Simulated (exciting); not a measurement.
**Sb: equation of state with PBEsol**

Sb:

```
Sb
1.0
     0.00000    2.37124    2.37124
     2.37124    0.00000    2.37124
     2.37124    2.37124    0.00000
Sb
1
Direct
  0.00000 0.00000 0.00000
```

This isn't the form of Sb at room conditions, which is rhombohedral.

```yaml
Program: exciting (release sodium)
Task: equation of state
Functional: PBEsol
Potentials_or_basis: all-electron LAPW+lo, shipped species files, valence relativity iora*
rgkmax: 9
k_mesh: 10 × 10 × 10
Occupations: fermi-dirac, width 0.05 eV
Spin: no spin polarisation
gmaxvr_cutoff_of_density_and_potential: 14 1/bohr
lmaxapw_and_lmaxmat: 10
lmaxvr: 8
nempty: 8
Valence_relativity: iora*
Muffin-tin_radii: Sb 2.3 bohr
```

| Property | Result |
| --- | --- |
| Equilibrium volume | 26.15 Å³/atom (rough: see the caveat) |
| Bulk modulus | 62 GPa (rough) |

Energy against volume, from the lowest point:
```tsv
volume (Å³/atom)	energy (meV/atom)
25.066	8.93
25.599	2.21
26.133	0.00
26.666	1.65
27.199	7.60
27.733	17.45
28.266	30.39
```

Caveat: the fit is doubtful: noisy points or a state that changes with volume. The run has no spin-orbit coupling, so splittings on Sb are missing.
